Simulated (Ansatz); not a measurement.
# ZrH2: the cost of one run

Program: Ansatz 0.2.0. Level of theory: DFT PBE, scalar-relativistic, plane waves, PAW. These are calculated values, not measurements.

## (1) Starting point

It takes space group P4_2mc (No. 105, tetragonal). The conventional cell has a = 4.059 Å, b = 4.059 Å, c = 4.810 Å, α = 90.00°, β = 90.00°, γ = 90.00°. Zr (site symmetry 2mm) is surrounded by 4 H at 1.82 to 1.84 Å. Around H (site symmetry m) lie 1 H at 1.30 Å and 2 Zr at 1.82 to 1.84 Å.

Structure file:

```xyz
6
Lattice="4.0590 0.0000 0.0000 0.0000 4.0590 0.0000 0.0000 0.0000 4.8099" Properties=species:S:1:pos:R:3 pbc="T T T"
Zr    2.0295    2.0295    2.6368
Zr    2.0295    2.0295    0.2318
H     3.4081    2.0295    3.8516
H     0.6509    2.0295    3.8516
H     2.0295    3.4081    1.4466
H     2.0295    0.6509    1.4466
```

The cell is invented: random cell by space group and Wyckoff sites (P4_2mc, No. 105). The dimensions are guesses.

## (2) Probe: one point on a coarse mesh

Contents of input.yaml:

```yaml
crystal:
  lattice:
    - [4.0589902, 0.0, 0.0]
    - [0.0, 4.0589902, 0.0]
    - [0.0, 0.0, 4.80994285]
  atoms:
    - { symbol: Zr, position: [0.5, 0.5, 0.54819765] }
    - { symbol: Zr, position: [0.5, 0.5, 0.04819765] }
    - { symbol: H, position: [0.83964271, 0.5, 0.80075087] }
    - { symbol: H, position: [0.16035729, 0.5, 0.80075087] }
    - { symbol: H, position: [0.5, 0.83964271, 0.30075087] }
    - { symbol: H, position: [0.5, 0.16035729, 0.30075087] }
basis:
  ecutwfc: 420
kpoints:
  mp_grid: { grid: [4, 4, 4] }
hamiltonian:
  xc: pbe
scf:
  occupations: { method: gaussian, width: 0.1 }
  lower_state_search: "off"
output:
  forces: true
  stress: true
  eigenvalues: true
```

The run is started by

```bash
$ ansatz run input.yaml --threads 1 --pin off --max-ram 2560MiB --backend cpu --events-out ev --progress --plain --runs-dir out
```

Q: Estimate wall time and peak memory on 1 thread of Intel Xeon Platinum 8259CL at 2.50GHz (Skylake/Cascade Lake), shared host.

About 2.8 s, with a peak of 0.34 GiB.
